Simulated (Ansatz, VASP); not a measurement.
One calculation of B, two programs

```
B
1.0
     1.69863    0.00000    0.00000
    -0.84932    1.47106    0.00000
     0.00000    0.00000    6.61168
B
2
Direct
  0.33333 0.66667 0.25000
  0.66667 0.33333 0.75000
```

Alike in both runs: functional PBE; k mesh 21 × 21 × 11; occupations fermi-dirac, width 0.08 eV; no spin polarisation.

Ansatz relaxed the structure, and its values are those at the end. VASP's run is a single point on that final structure, the one shown.

|  | VASP | Ansatz |
| --- | --- | --- |
| version | VASP 6.6.1 | Ansatz 0.2.0 |
| potentials or method | VASP PAW PBE potentials, release 64 (B) | PAW with Ansatz's default frozen-core files, scalar-relativistic |
| plane-wave cutoff (eV) | 520 | 420 |
| valence electrons in the cell | 6 | 6 |

|  | VASP | Ansatz | Ansatz less VASP |
| --- | --- | --- | --- |
| pressure (GPa) | 5.8 | 5.9 | +0.07 |

Caveats: this functional lacks dispersion, which binds the layers, so the pressure and a relaxed spacing across them are unreliable.
